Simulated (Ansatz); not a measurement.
**BN: band gap under strain**

Aim: follow the gap of BN built on the zincblende prototype through these states: +2.0 % strain along z alone; +3.0 % strain along z alone; +4.0 % strain along z alone. The table at the end shows which levels were run.

The runs shown are made with Ansatz 0.2.0. PAW datasets, plane waves. (Simulation; spin polarisation is off.)

## 1. Starting point

The unstrained cell was relaxed with r2SCAN; in each strained cell the atoms were relaxed again with r2SCAN. Names of k-points are those of the unstrained zone, where strain can split equivalent points. First state: +2.0 % strain along z alone.

The symmetry is I-4m2 (No. 119, tetragonal); a = 2.552 Å, c = 3.682 Å in the conventional setting, 6.00 Å³ an atom. B has 4 N at 1.57 Å; N has 4 B at 1.57 Å.

Structure file:

```
B N
1.0
     0.00000    1.80483    1.84092
     1.80483    0.00000    1.84092
     1.80483    1.80483    0.00000
B N
1 1
Direct
  0.00000 0.00000 0.00000
  0.25000 0.25000 0.25000
```

From earlier runs on the unstrained cell: PBE 4.48 eV, r2SCAN 5.00 eV, HSE06 5.79 eV, G0W0 6.01 eV (on its mesh); a = 3.610 Å.

## 2. +2.0 % strain along z alone: PBE

input.yaml reads:

```yaml
crystal:
  lattice:
    - [0.0, 1.804825465, 1.8409219743]
    - [1.804825465, 0.0, 1.8409219743]
    - [1.804825465, 1.804825465, 0.0]
  atoms:
    - { symbol: B, position: [0.0, 0.0, 0.0] }
    - { symbol: "N", position: [0.25, 0.25, 0.25] }
kpoints:
  mp_grid: { grid: [12, 12, 12] }
  band_path:
    path:
      - [0.0, 0.0, 0.0]
      - [-0.5, -0.5, 0.0]
      - [-0.375, -0.375, 0.25]
      - [-0.375, 0.0, 0.375]
      - [0.0, 0.0, 0.5]
      - [-0.5, -0.25, 0.25]
      - [0.0, 0.5, 0.5]
    npoints: 1
hamiltonian:
  xc: pbe
scf:
  occupations: { method: fermi_dirac, width: 0.02 }
  n_extra_bands: 4
output:
  forces: true
  stress: true
  eigenvalues: true
  write_density: true
  write_potential: true
  elf: true
  volumetric_format: npy
```

Launch:

```sh
$ ansatz run input.yaml --threads 2 --pin off --max-ram 29491MiB --backend cpu --events-out ev --progress --plain --runs-dir out
```

After this run come: +2.0 % strain along z alone: r2SCAN; +2.0 % strain along z alone: HSE06; +2.0 % strain along z alone: r2SCAN; +2.0 % strain along z alone: G0W0@PBE; +3.0 % strain along z alone: PBE; +3.0 % strain along z alone: r2SCAN; +3.0 % strain along z alone: HSE06; +3.0 % strain along z alone: r2SCAN; +3.0 % strain along z alone: G0W0@PBE; +4.0 % strain along z alone: PBE; +4.0 % strain along z alone: r2SCAN; +4.0 % strain along z alone: HSE06; +4.0 % strain along z alone: r2SCAN; +4.0 % strain along z alone: G0W0@PBE.

Before running it: what results should come out?

The runs gave:

Least gap in eV (negative: overlap), with the change from the unstrained cell in brackets. G0W0 is on its own coarse mesh.

```
                      state  volume change (%)           PBE        r2SCAN         HSE06          G0W0
+2.0 % strain along z alone               +2.0  4.28 (-0.20)  4.80 (-0.20)  5.59 (-0.20)  5.79 (-0.22)
+3.0 % strain along z alone               +3.0  4.18 (-0.30)  4.70 (-0.30)  5.49 (-0.30)  5.69 (-0.32)
+4.0 % strain along z alone               +4.0  4.09 (-0.39)  4.60 (-0.40)  5.39 (-0.40)  5.59 (-0.42)
```

The largest move of the HSE06 gap in the table is -0.406 eV, under +4.0 % strain along z alone. PBE and HSE06 differ by 1.32 eV on the unstrained gap, and by at most 0.02 eV on its change: PBE follows the response to strain far better than the gap itself. No extrapolation in bands, cutoff or mesh was made for G0W0.
